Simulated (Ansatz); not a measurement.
Crystal: CuO.

```xyz
4
Lattice="2.3446 -1.7134 0.0000 2.3446 1.7134 0.0000 -0.8605 0.0000 5.0594" Properties=species:S:1:pos:R:3 pbc="T T T"
Cu    1.1723    0.8457    0.0000
Cu    0.7420   -0.8457    2.5297
O     2.0724   -0.2841    1.2836
O     1.6421    0.2841    3.8133
```

- Program: Ansatz 0.2.0
- Task: single point
- Functional: PBE
- Potentials or basis: Ansatz PAW
- Cutoff: 420 eV (not typed: the program's choice for these potentials)
- k mesh: 10 × 10 × 5
- Occupations: fermi-dirac, width 0.05 eV
- Spin: no spin polarisation

On this cell: pressure 5.7 GPa; largest force 0.759 eV/Å; band gap on the k mesh none (metal or under the smearing width).

The same run follows on a disturbed copy (atoms moved at random, drawn with an rms of 0.05 Å):

```xyz
4
Lattice="2.3446 -1.7134 0.0000 2.3446 1.7134 0.0000 -0.8605 0.0000 5.0594" Properties=species:S:1:pos:R:3 pbc="T T T"
Cu    1.1664    0.8079   -0.0241
Cu    0.7738   -0.8528    2.5159
O     2.0676   -0.2642    1.3205
O     1.6698    0.2901    3.8358
```

Task: What does the disturbed cell give?

Result: The energy (extrapolated to zero smearing) moves by +16.1 meV/atom; pressure 6.7 GPa; largest force 1.283 eV/Å; band gap on the k mesh none (metal or under the smearing width).

Forces on the atoms (eV/Å):
```
Cu  -0.694  0.483  0.684
Cu  -0.888 -0.292  0.800
O    0.903  0.256 -0.875
O    0.680 -0.447 -0.609
```

Stress tensor (GPa, compression positive):
```
 7.04  0.30 -2.80
 0.30  7.03 -0.58
-2.80 -0.58  6.17
```

Caveats: the run has no spin polarisation, though such a crystal can be magnetic; semilocal functionals often make such compounds metallic where correlation or magnetic order opens a gap, which also shifts bond lengths.
